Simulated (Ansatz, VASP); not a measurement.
**TePb: VASP beside Ansatz**

```xyz
2
Lattice="0.0000 3.2861 3.2861 3.2861 0.0000 3.2861 3.2861 3.2861 0.0000" Properties=species:S:1:pos:R:3 pbc="T T T"
Te    3.2861    3.2861    3.2861
Pb    0.0000    0.0000    0.0000
```

Alike in both runs: task relaxation of cell and atoms; functional PBE; dispersion D3(BJ); k mesh 8 × 8 × 8; occupations gaussian, width 0.02 eV; no spin polarisation.

|  | VASP | Ansatz |
| --- | --- | --- |
| version | VASP 6.6.1 | Ansatz 0.2.0 |
| potentials or method | VASP PAW PBE potentials, release 64 (Te, Pb_d) | scalar-relativistic, plane waves, PAW |
| plane-wave cutoff (eV) | 600 | 420 |
| valence electrons in the cell | 20 | 30 |

|  | VASP | Ansatz | Ansatz less VASP |
| --- | --- | --- | --- |
| gap on the k mesh at the Fermi level, each at its own relaxed structure (eV) | 0.74 | 0.74 | -0.002 |
| relaxed volume (Å³/atom) | 33.83 | 33.87 | +0.040 |
| relaxed cell length with the largest relative difference (Å) | 4.574 | 4.576 | +0.0018 |
| energy change over the relaxation (meV/atom) | -9 | -9 | +0.1 |

The two sets of potentials don't hold the same shells in valence.

Caveats: spin-orbit coupling is left out, which as a rule narrows the gap of such compounds by several tenths of an eV. A k mesh can miss the band edges.
